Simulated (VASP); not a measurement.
Input of a VASP 6.6.1 run:

Contents of INCAR:

```
SYSTEM = KCl
ALGO = Fast ; EDIFF = 1E-7
ENCUT = 520 ; GGA = PS
ISIF = 2 ; ISMEAR = 0
ISYM = 0 ; LASPH = .TRUE.
LCHARG = .FALSE. ; LREAL = .FALSE.
LWAVE = .FALSE. ; NBANDS = 15
NELM = 100 ; PREC = Accurate
SIGMA = 0.02
```

The input KPOINTS:

```
k-points
0
G
  8 8 11
  0 0 0
```

POSCAR

```
KCl
1.0
    4.4464096627      0.0000000000      0.0000000000
    0.0000000000      4.4464096627      0.0000000000
    2.2232048313      2.2232048313      3.0928731022
K Cl
1 1
Direct
    0.0000000000      0.0000000000      0.0000000000
    0.5000000000      0.5000000000      0.0000000000
```

Potentials or basis: VASP PAW PBE potentials, release 64 (K_sv, Cl).

Launch:

```sh
$ cat potpaw_PBE.64/K_sv/POTCAR potpaw_PBE.64/Cl/POTCAR > POTCAR
$ mpirun -np 1 vasp_std > vasp.out
```

(1) Estimate the band gap on the k mesh.

(2) Predict the pressure.

## Answers

(1) 5.07 eV, direct.

(2) 0.0 GPa.

Caveat: the PAW data sets were made with another functional, which shifts forces and pressure a little; an odd mesh through Γ misses points on the zone boundary, where band edges often lie.
